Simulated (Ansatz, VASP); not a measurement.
## Two plane-wave programs on BaTe

File INCAR:

```
PREC = Accurate ; ENCUT = 520
EDIFF = 1E-8 ; ISMEAR = 0
SIGMA = 0.01 ; LREAL = False
LASPH = True ; NELM = 60
ALGO = Fast ; ISIF = 2
LWAVE = False ; LCHARG = False
GGA = PE ; LEFG = True
NBANDS = 42
```

Contents of KPOINTS:

```
Automatic mesh
0
Gamma
  3 3 3
```

POSCAR

```
BaTe
1.0
    6.8200000000      0.0000000000      0.0000000000
    0.0000000000      6.8200000000      0.0000000000
    0.0000000000      0.0000000000      6.8200000000
Ba Te
4 4
Direct
    0.0000000000      0.0000000000      0.0000000000
    0.5000000000      0.5000000000      0.0000000000
    0.5000000000      0.0000000000      0.5000000000
    0.0000000000      0.5000000000      0.5000000000
    0.5000000000      0.5000000000      0.5000000000
    0.0000000000      0.0000000000      0.5000000000
    0.0000000000      0.5000000000      0.0000000000
    0.5000000000      0.0000000000      0.0000000000
```

Input for Ansatz:

```yaml
crystal:
  lattice:
    - [6.82, 0.0, 0.0]
    - [0.0, 6.82, 0.0]
    - [0.0, 0.0, 6.82]
  atoms:
    - { symbol: Ba, position: [0.0, 0.0, 0.0] }
    - { symbol: Ba, position: [0.5, 0.5, 0.0] }
    - { symbol: Ba, position: [0.5, 0.0, 0.5] }
    - { symbol: Ba, position: [0.0, 0.5, 0.5] }
    - { symbol: Te, position: [0.5, 0.5, 0.5] }
    - { symbol: Te, position: [0.0, 0.0, 0.5] }
    - { symbol: Te, position: [0.0, 0.5, 0.0] }
    - { symbol: Te, position: [0.5, 0.0, 0.0] }
kpoints:
  mp_grid: { grid: [3, 3, 3] }
scf:
  occupations: { method: fixed }
hamiltonian:
  xc: pbe
  pseudopotentials: { kind: paw }
output:
  forces: true
  efg: { quadrupole_moments_barn: { Ba: 0.236 }, contact_densities: true }
  core_levels:
    shells: { Ba: "3d", Te: "3d" }
    counted_from: valence_top
    eps_inf: [6.354, 6.354, 6.354]
```

Alike in both runs: task electric field gradients; functional PBE; k mesh 3 × 3 × 3; no spin polarisation.

|  | VASP | Ansatz |
| --- | --- | --- |
| version | VASP 6.6.1 | Ansatz 0.2.0 |
| potentials or method | VASP PAW PBE potentials, release 64 (Ba_sv, Te) | plane-wave PAW, scalar-relativistic |
| plane-wave cutoff (eV) | 520 | 420 |
| occupations | gaussian, width 0.01 eV | fixed |
| valence electrons in the cell | 64 | 104 |

VASP gave:

| Property | Result |
| --- | --- |
| gap on the k mesh at the Fermi level (eV) | 1.32 |
| Vzz of the field gradient on the site that differs most (V/Å²) | 0.0 |

Problem. What did Ansatz give for the same quantities?

Solution. gap on the k mesh at the Fermi level (eV): 1.42; Vzz of the field gradient on the site that differs most (V/Å²): 0.0.

The two sets of potentials don't hold the same shells in valence. Ansatz warned: «gradients_without_spin_orbit».

Caveats: spin-orbit coupling is left out, which moves the levels of the heavy elements; an odd mesh through Γ misses points on the zone boundary, where band edges often lie. As with any semilocal functional, this PBE gap is likely too small.
